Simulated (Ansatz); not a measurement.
## CaF$_{2}$ (Fm-3m) under several functionals

Plane-wave DFT in Ansatz with scalar-relativistic PAW potentials. The same structure was relaxed (cell and atoms, symmetry kept) in separate runs at each level. No spin polarisation.

```tsv
level	cutoff (eV)	k mesh	V (Å³/atom)	a (Å)	gap (eV)
PBEsol	420	8×8×8	13.274	5.421	7.25
PBE+D3(BJ)	420	8×8×8	13.634	5.469	7.28
PBE	420	8×8×8	13.944	5.510	7.14
```

Question: Where does LDA (420 eV, k mesh 8×8×8) fall?

Answer: V (Å³/atom) 12.591, a (Å) 5.326, gap (eV) 7.38. Its volume is the smallest of the set. The usual order of volumes, LDA < PBEsol < PBE, holds here (12.591, 13.274, 13.944 Å³/atom). As a rule LDA overbinds; PBEsol, built on the gradient expansion of slowly varying densities, lies between LDA and PBE; PBE's stronger gradient term for exchange weakens bonds. Adding D3 to PBE changes the volume by -2.2 %; the term is attractive, so it pulls cells in. In ionic crystals its C6 for cations, set by coordination number and not by charge, is often too large, so it can pull in too far. Each gap belongs to its own cell, so it mixes the functional's effect with that of the volume; gaps are the least found on the k mesh or on a band path.